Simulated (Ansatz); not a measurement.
Runs of Ansatz 0.2.0 on HgTe (Coloradoite). Symmetry: F-43m, No. 216, cubic system. The conventional cell has a = 6.429 Å, b = 6.429 Å, c = 6.429 Å, α = 90.00°, β = 90.00°, γ = 90.00°. Around Hg (site symmetry -43m) lie 4 Te at 2.78 Å. Te (site symmetry -43m) is surrounded by 4 Hg at 2.78 Å. 

| task | level | spin | cell | k mesh | cutoff (eV) | points for each segment of the path | gap on the mesh (eV) | pressure (GPa) | relaxed volume (Å³/atom) |
| --- | --- | --- | --- | --- | --- | --- | --- | --- | --- |
| relaxation of cell and atoms | HF | off | relaxed | 4 × 4 × 4 | 420 | - | (a) | 0.0 | 38.07 |
| band structure | HSE03 | off | as given | 4 × 4 × 4 | 420 | 4 | none | (b) | - |
| relaxation of cell and atoms | HSE06 | off | relaxed | 4 × 4 × 4 | 420 | - | none | 0.0 | 35.71 |
| band structure | r2SCAN50 | off | as given | 4 × 4 × 4 | 500 | 4 | 2.25 | 1.4 | - |
| band structure | HF | off | as given | 4 × 4 × 4 | 420 | 4 | 5.80 | 7.3 | - |
| single point | HSE06 | SOC, no magnetisation | as given | 3 × 3 × 3 | 420 | - | none | 3.9 | - |

Alike in all rows: potentials or basis Ansatz PAW; smearing fermi-dirac 0.05 eV; the mesh is coarse, so values aren't converged.

**Question.** Estimate the missing entries.

**Answer.** (a) 5.21; (b) 3.6.

Caveats: all runs use coarse meshes; the PAW data sets come from PBE, with cores solved anew for the run's functional, which leaves a small shift of forces and pressure; spin-orbit coupling is left out, which moves the levels of the heavy elements (some runs); the thresholds are loose for stress (some runs); the plane-wave basis is chosen anew once the cell has moved, so the energies of steps on either side of that aren't comparable (some runs); the volume moved by +15 % from the deposited cell, more than functionals usually miss (some runs).

A k mesh can miss the band edges, and rows without SOC leave out spin-orbit coupling on Hg, Te.

A gap of «none» marks a metal or a gap under the smearing width.
